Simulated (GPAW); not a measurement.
Runs of GPAW 26.7.0 on NiO. It takes space group Fm-3m (No. 225, cubic). Conventional cell: a = 4.172 Å, b = 4.172 Å, c = 4.172 Å, α = 90.00°, β = 90.00°, γ = 90.00°. Around Ni (site symmetry m-3m) lie 6 O at 2.09 Å. O (site symmetry m-3m) has 6 Ni at 2.09 Å as nearest neighbours. 

```csv
task,level,potentials or basis,U,k mesh,cutoff (eV),smearing,maxiter,band path,band points,eigensolver,data set,gap on the mesh (eV),pressure (GPa),moment (μB)
band structure,vdW-DF-cx,"GPAW PAW data sets (gpaw-data 1.2.1), pw",-,8 × 8 × 8,800,fermi-dirac 0.05 eV,150,"GXWKGLUWLK,UX",100,-,-,-,-,1.02
single point,PBE,"GPAW PAW data sets (gpaw-data 1.2.1), pw",-,11 × 11 × 11,800,gaussian 0.028 eV,150,-,-,-,-,none,10.2,1.78
band structure,BLYP,"PAW data sets generated in the run's folder for this functional, pw",-,11 × 11 × 11,800,fermi-dirac 0.05 eV,150,"GXWKGLUWLK,UX",80,davidson,-,-,15.9,(a)
single point,PBE+U,"GPAW PAW data sets (gpaw-data 1.2.1), newer versions, pw",Ni d U = 4 eV,9 × 9 × 9,650,fermi-dirac 0.05 eV,80,-,-,-,Ni v3,1.74,8.3,2.00
single point,PBE,"GPAW PAW data sets (gpaw-data 1.2.1), pw",-,11 × 11 × 11,800,gaussian 0.017 eV,150,-,-,-,-,none,10.2,1.78
single point,PBE,"GPAW PAW data sets (gpaw-data 1.2.1), pw",-,11 × 11 × 11,800,gaussian 0.013 eV,150,-,-,-,-,none,10.2,1.78
band structure,SCAN,"GPAW PAW data sets (gpaw-data 1.2.1), pw",-,8 × 8 × 8,800,fermi-dirac 0.05 eV,150,"GXWKGLUWLK,UX",100,-,-,(b),(c),2.00
band structure,revPBE,"the program's PAW data sets (release 1.2.1) made for this functional, pw",-,11 × 11 × 11,800,fermi-dirac 0.05 eV,150,"GXWKGLUWLK,UX",60,-,-,-,15.4,1.79
```

Alike in all rows: spin collinear, ferromagnetic start; cell as given.

**Question.** Fill in the values left out.

**Answer.** (a) 1.64; (b) 0.62; (c) 6.6.

Caveats: a cell with one magnetic atom can't hold antiferromagnetic order, which such compounds often take; the stock nickel data set gives pressures a few GPa off other programs (some runs); semilocal functionals often make such compounds metallic where correlation or magnetic order opens a gap, which also shifts bond lengths (some runs); the PAW data sets were made with another functional, which shifts forces and pressure a little (some runs); so large a pressure means that the cell lies far from this level's equilibrium, or that cutoff or potentials fall short (some runs); the cutoff is short for stress and forces, so pressures can be off by a GPa or more (some runs); an odd mesh through Γ misses points on the zone boundary, where band edges often lie (some runs).

A gap of «none» marks a metal or a gap under the smearing width.

Not every run made on this cell is shown here.
